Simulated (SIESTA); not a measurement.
A run of SIESTA 5.4.2:

Contents of PbSe.fdf:

```
SystemName                      Clausthalite
SystemLabel                     PbSe
NumberOfSpecies                 2
NumberOfAtoms                   2
%block ChemicalSpeciesLabel
  1  82 Pb
  2  34 Se
%endblock ChemicalSpeciesLabel
%include structure.fdf

%block kgrid.MonkhorstPack
    8   0   0  0.0
    0   8   0  0.0
    0   0   8  0.0
%endblock kgrid.MonkhorstPack
%block XC.Mix
  2
  GGA LIBXC-00-GGA_X_SOGGA 1.0 0.0
  GGA LIBXC-00-GGA_C_PBE 0.0 1.0
%endblock XC.Mix
PAO.BasisSize                   DZP
PAO.EnergyShift                 0.005 Ry
Mesh.Cutoff                     500 Ry
OccupationFunction              FD
ElectronicTemperature           0.05 eV
MaxSCFIterations                120
SCF.MustConverge                false
SCF.Mixer.Method                Pulay
SCF.Mixer.Weight                0.25
SCF.Mixer.History               8
SCF.DM.Tolerance                5.0e-05
SCF.H.Tolerance                 1.0e-03 eV
WriteForces                     true
Charge.Mulliken                 end
OpticalCalculation              true
Optical.Energy.Minimum          0.0 eV
Optical.Energy.Maximum          30 eV
Optical.Broaden                 0.3 eV
%block Optical.Mesh
  8 8 8
%endblock Optical.Mesh
Optical.OffsetMesh              true
Optical.PolarizationType        polarized
%block Optical.Vector
  1.0 0.0 0.0
%endblock Optical.Vector
```

structure.fdf

```
LatticeConstant                 1.0 Ang
%block LatticeVectors
     0.0294900000     3.0614100000     3.0044950000
     3.1466990000    -0.0141810000     3.0481660000
     3.0984130000     3.0567940000     0.0341050000
%endblock LatticeVectors
AtomicCoordinatesFormat         Fractional
%block AtomicCoordinatesAndAtomicSpecies
     0.0000000000     0.0000000000     0.0000000000  1  Pb
     0.5000000000     0.5000000000     0.5000000000  2  Se
%endblock AtomicCoordinatesAndAtomicSpecies
```

Potentials or basis: PseudoDojo 0.4 standard (PBE files), DZP (energy shift 0.005 Ry).

Launch:

```sh
$ siesta < PbSe.fdf > PbSe.out 2>&1
```

Hardware: 1 thread of Arm Neoverse V1, with other jobs on the host.

Estimate the wall time of this run.

It took 39 s on 1 thread of Arm Neoverse V1 (shared host), peak memory 0.37 GiB. Counts: scf iterations 9, k points 296, bands 36.
